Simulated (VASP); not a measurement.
# Eu (Im-3m) in VASP: further runs

One crystal, Eu, is run at these levels: r2SCAN, PBE; tasks: single point.

All numbers are computed with VASP 6.6.1; they aren't measurements. Logs are shortened: lines on timing, memory, paths and dates and some standing lists are left out, and cuts for length are marked.

## 1. The structure

The structure is cubic, space group Im-3m (No. 229). Conventional cell: a = 4.454 Å, b = 4.454 Å, c = 4.454 Å, α = 90.00°, β = 90.00°, γ = 90.00°. Eu (site symmetry m-3m) is surrounded by 8 Eu at 3.86 Å.

## 2. Single point, r2SCAN, collinear spin, typed start

File POSCAR:

```
Eu
1.0
   -2.2272396413      2.2272396413      2.2272396413
    2.2272396413     -2.2272396413      2.2272396413
    2.2272396413      2.2272396413     -2.2272396413
Eu
1
Direct
    0.0000000000      0.0000000000      0.0000000000
```

File INCAR.step1:

```
SYSTEM = Eu
PREC     = Accurate       ! precision mode
ENCUT    = 520            ! plane-wave cutoff, eV
ISMEAR   = -5             ! smearing method
SIGMA    = 0.05           ! smearing width, eV
LREAL    = .False.        ! projectors in reciprocal space
LASPH    = .True.         ! aspherical terms in the spheres
NELM     = 150            ! most SCF steps
ISPIN    = 2              ! spin polarisation
MAGMOM   = 8              ! initial moments
LMAXMIX  = 6              ! l up to which the mixer works
GGA      = PE             ! functional
ALGO     = Normal         ! electronic algorithm
EDIFF    = 1E-4           ! SCF threshold, eV
LWAVE    = .True.         ! write WAVECAR
LCHARG   = .False.        ! write CHGCAR
```

File INCAR.step2:

```
SYSTEM = Eu
PREC     = Accurate       ! precision mode
ENCUT    = 520            ! plane-wave cutoff, eV
EDIFF    = 1E-6           ! SCF threshold, eV
ISMEAR   = 0              ! smearing method
SIGMA    = 0.05           ! smearing width, eV
LREAL    = .False.        ! projectors in reciprocal space
LASPH    = .True.         ! aspherical terms in the spheres
NELM     = 150            ! most SCF steps
ALGO     = Normal         ! electronic algorithm
ISIF     = 2              ! what is computed and relaxed
LWAVE    = .False.        ! write WAVECAR
LCHARG   = .False.        ! write CHGCAR
ISPIN    = 2              ! spin polarisation
MAGMOM   = 8              ! initial moments
LORBIT   = 11             ! projections on sites
LMAXMIX  = 6              ! l up to which the mixer works
METAGGA  = R2SCAN         ! meta-GGA
LMIXTAU  = .True.       
ISTART   = 1
```

File KPOINTS:

```
Automatic mesh
0
Gamma
  14 14 14
  0 0 0
```

Potentials or basis: VASP PAW PBE potentials, release 64 (Eu).

Launch:

```
$ cat potpaw_PBE.64/Eu/POTCAR > POTCAR
$ cp INCAR.step1 INCAR
$ mpirun -np 1 vasp_std > vasp.out
$ cp INCAR.step2 INCAR
$ mpirun -np 1 vasp_std > vasp.out
```

OUTCAR:

```text
SYSTEM = Eu
   PREC = Accurate
   ENCUT = 520
   EDIFF = 1E-6
   ISMEAR = 0
   LREAL = .False.
   LASPH = .True.
   NELM = 150
   ISIF = 2
   ISPIN = 2
   LORBIT = 11
   METAGGA = R2SCAN
   ISTART = 1

 ion  position               nearest neighbor table
   1  0.000  0.000  0.000-

  LATTYP: Found a body centered cubic cell.
 ALAT       =     4.4544792826

  Lattice vectors:

 A1 = (  -2.2272396413,   2.2272396413,   2.2272396413)
 A2 = (   2.2272396413,  -2.2272396413,   2.2272396413)
 A3 = (   2.2272396413,   2.2272396413,  -2.2272396413)

Analysis of symmetry for initial positions (statically):
=====================================================================
 Subroutine PRICEL returns:
 Original cell was already a primitive cell.

 Routine SETGRP: Setting up the symmetry group for a
 body centered cubic supercell.

 Subroutine GETGRP returns: Found 48 space group operations
 (whereof 48 operations were pure point group operations)
 out of a pool of 48 trial point group operations.

The static configuration has the point symmetry O_h .

Analysis of symmetry for dynamics (positions and initial velocities):
=====================================================================
 Subroutine PRICEL returns:
 Original cell was already a primitive cell.

 Routine SETGRP: Setting up the symmetry group for a
 body centered cubic supercell.

 Subroutine GETGRP returns: Found 48 space group operations
 (whereof 48 operations were pure point group operations)
 out of a pool of 48 trial point group operations.

The dynamic configuration has the point symmetry O_h .

Analysis of structural, dynamic, and magnetic symmetry:
=====================================================================
 Subroutine PRICEL returns:
 Original cell was already a primitive cell.

 Routine SETGRP: Setting up the symmetry group for a
 body centered cubic supercell.

 Subroutine GETGRP returns: Found 48 space group operations
 (whereof 48 operations were pure point group operations)
 out of a pool of 48 trial point group operations.

The overall configuration has the point symmetry O_h .

 Subroutine INISYM returns: Found 48 space group operations
 (whereof 48 operations are pure point group operations),
 and found     1 'primitive' translations

----------------------------------------------------------------------------------------

                                     Primitive cell

[... 104 lines left out ...]
   EFERMI_NEDOS =   21; number of points for ismear=-14 and -15
   IALGO  =     38    algorithm
   IMIX   =      4    mixing-type and parameters
     AMIX     =   0.40;   BMIX     =  1.00
     AMIX_MAG =   1.60;   BMIX_MAG =  1.00
  volume/ion in A,a.u.               =      44.19       298.23
  Fermi-wavevector in a.u.,A,eV,Ry     =   1.190614  2.249934 19.287087  1.417561
  Thomas-Fermi vector in A             =   2.326694
   LORBIT       =     11    0 simple, 1 ext, 2 COOP (PROOUT), +10 PAW based schemes
   METAGGA = R2SCAN    functional components
   LHFCALC =     F    Hartree Fock is set to
   AEXX    =    0.0000 exact exchange contribution
   IVDW    =     0    specifies the selected vdW correction
   LEPSILON=     F    determine dielectric tensor
   LRPA    =     F    only Hartree local field effects (RPA)
 spin polarized calculation
 Gauss-broadening in eV      SIGMA  =   0.05
  energy-cutoff  :      520.00
  volume of cell :       44.19
 maximum number of plane-waves:      1208
 NGX is ok and might be reduce to    30

 number of electron      16.9999996 magnetization       7.7746930

 Free energy of the ion-electron system (eV)
  ---------------------------------------------------
  ext. energy  EPLUGINS =         0.00000000
  ---------------------------------------------------
  free energy    TOTEN  =       -39.66237213 eV

  energy without entropy =      -39.66026327  energy(sigma->0) =      -39.66131770

 E-fermi :   1.9512     XC(G=0):  -9.0689

 val. band max:        1.9500674092   @ k =   0.2857   0.2143   0.1429
 cond. band min:       1.9626224094   @ k =  -0.3571  -0.3571   0.0714
 fundamental gap:      0.0125550002
 Fermi energy:         1.9511941838

 spin component 1

 k-point     1 :       0.0000    0.0000    0.0000
  band No.  band energies     occupation
      1     -41.2308      1.00000
      2     -19.2175      1.00000
      3     -19.2175      1.00000
      4     -19.2175      1.00000
      5      -2.9082      1.00000
      6       1.3294      1.00000
[... 435 lines left out ...]
      5       1.0381      1.00000
      6       1.2629      1.00000
[... 8 lines left out ...]
     15       5.6784      0.00000
     16       5.9882      0.00000

 [... further k-points ...]

 spin component 2

 k-point     1 :       0.0000    0.0000    0.0000
  band No.  band energies     occupation
      1     -37.4590      1.00000
      2     -16.4835      1.00000
      3     -16.4835      1.00000
      4     -16.4835      1.00000
      5      -1.2156      1.00000
      6       5.1810      0.00000
[... 435 lines left out ...]
      5       2.6388      0.00000
      6       3.2731      0.00000
[... 8 lines left out ...]
     15       8.0615      0.00000
     16       8.0652      0.00000

 [... further k-points ...]

------------------------ aborting loop because EDIFF is reached ----------------------------------------

  FORCE on cell =-STRESS in cart. coord.  units (eV):
  Direction    XX          YY          ZZ          XY          YZ          ZX
  --------------------------------------------------------------------------------------
  -------------------------------------------------------------------------------------
  Total       -0.1095490     -0.1095490     -0.1095490      0.0000000      0.0000000      0.0000000
  in kB       -3.9715323     -3.9715323     -3.9715323      0.0000000      0.0000000      0.0000000
  external PRESSURE =      -3.9715323 kB  Pullay stress =       0.0000000 kB

 VOLUME and BASIS-vectors are now :
 -----------------------------------------------------------------------------
  energy-cutoff  :      520.00
  volume of cell :       44.19
      direct lattice vectors                 reciprocal lattice vectors
    -2.227239641  2.227239641  2.227239641     0.000000000  0.224493131  0.224493131
     2.227239641 -2.227239641  2.227239641     0.224493131  0.000000000  0.224493131
     2.227239641  2.227239641 -2.227239641     0.224493131  0.224493131  0.000000000

 POSITION                                       TOTAL-FORCE (eV/Angst)
 -----------------------------------------------------------------------------------
      0.00000      0.00000      0.00000        -0.000000     -0.000000      0.000000
 -----------------------------------------------------------------------------------
    total drift:                               -0.000000     -0.000000      0.000000

  FREE ENERGIE OF THE ION-ELECTRON SYSTEM (eV)
  ---------------------------------------------------
  free  energy   TOTEN  =       -39.6623721278 eV

  energy  without entropy=      -39.6602632738  energy(sigma->0) =      -39.66131770

 total charge

# of ion       s       p       d       f       tot
--------------------------------------------------
    1        2.080   5.765   0.267   6.680  14.791

 magnetization (x)

# of ion       s       p       d       f       tot
--------------------------------------------------
    1       -0.010  -0.149   0.191   6.679   6.711
```

OUTCAR.step1:

```text
SYSTEM = Eu
   PREC = Accurate
   ENCUT = 520
   ISMEAR = -5
   LREAL = .False.
   LASPH = .True.
[... 1154 lines left out ...]
 -----------------------------------------------------------------------------------
      0.00000      0.00000      0.00000        -0.000000      0.000000      0.000000
 -----------------------------------------------------------------------------------
    total drift:                                0.000000     -0.000000      0.000000

  FREE ENERGIE OF THE ION-ELECTRON SYSTEM (eV)
  ---------------------------------------------------
  free  energy   TOTEN  =       -11.4316238297 eV

  energy  without entropy=      -11.4316238297  energy(sigma->0) =      -11.43162383
```

Run time: 5.5 min. Hardware: 1 thread of Intel Xeon 6975P-C (Granite Rapids), shared host; peak memory 0.3 GiB.

What came out:

```yaml
Free_energy: -39.6624 eV
Pressure: -0.4 GPa
Band_gap_on_the_k_mesh: none (metal or under the smearing width)
Net_moment: 7.77 μB per cell
Site_moments: Eu +6.71 μB
Valence_electrons_inside_the_program's_atomic_spheres: Eu 14.79
```

Caveat: the PAW data sets were made with another functional, which shifts forces and pressure a little; spin-orbit coupling is left out, which moves the levels of the heavy elements. The state reached can hang on the start; a lower one may exist.

(Part 1 of 2 ends here.)
